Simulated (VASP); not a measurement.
# Al: relaxation of cell and atoms with PBE

The system is Al.

```
CELL_PARAMETERS angstrom
0.00000 2.02481 2.02481
2.02481 0.00000 2.02481
2.02481 2.02481 0.00000
ATOMIC_POSITIONS crystal
Al 0.00000 0.00000 0.00000
```

| Item | Value |
| --- | --- |
| Program | VASP 6.6.1 |
| Task | relaxation of cell and atoms |
| Functional | PBE |
| Potentials or basis | VASP PAW PBE potentials, release 64 (Al) |
| Cutoff | 600 eV |
| k mesh | 16 × 16 × 16 |
| Occupations | methfessel-paxton, width 0.1 eV |
| Spin | no spin polarisation |
| Further INCAR settings | ALGO = Normal; EDIFF = 1e-06; IBRION = 2; EDIFFG = -0.01; NSW = 90; ISIF = 3 |

| Item | Value |
| --- | --- |
| Relaxed volume | 16.48 Å³/atom |
| Relaxed cell | a = 2.856 Å, b = 2.856 Å, c = 2.856 Å, α = 60.00°, β = 60.00°, γ = 60.00° |
| Space group after relaxing (to 0.05 Å) | Fm-3m (No. 225) |
| Energy gained by relaxing | 0.2 meV/atom |
| Ionic steps | 3 |
| Pressure after relaxing | 0.0 GPa |
| Band gap on the k mesh | none (metal or under the smearing width) |

The path:
| step | energy change (eV) | largest force (eV/Å) | pressure (GPa) | volume (Å³) |
| --- | --- | --- | --- | --- |
| 1 | 0.0000 | 0.0000 | -0.60 | 16.60 |
| 2 | -0.0002 | 0.0000 | 0.11 | 16.45 |
| 3 | -0.0002 | 0.0000 | 0.01 | 16.48 |

Final structure:
```
Al
1.0
     0.00000    2.01964    2.01964
     2.01964    0.00000    2.01964
     2.01964    2.01964    0.00000
Al
1
Direct
  0.00000 0.00000 0.00000
```

Levels at points of the mesh, in eV from the Fermi level:
| k point | band 1 | band 2 | band 3 | band 4 | band 5 |
| --- | --- | --- | --- | --- | --- |
| (0.00, 0.00, 0.00) | -11.19 | 12.59 | 12.59 | 12.59 | 14.09 |
| (0.50, 0.00, 0.00) | -4.64 | -4.42 | 11.38 | 11.38 | 11.43 |
| (0.50, 0.50, 0.00) | -2.97 | -1.64 | 5.22 | 5.56 | 5.56 |

Wall time 5.1 s on 1 thread of Intel(R) Xeon(R) 6975P-C (Granite Rapids), on a shared host, peak memory 0.14 GiB.
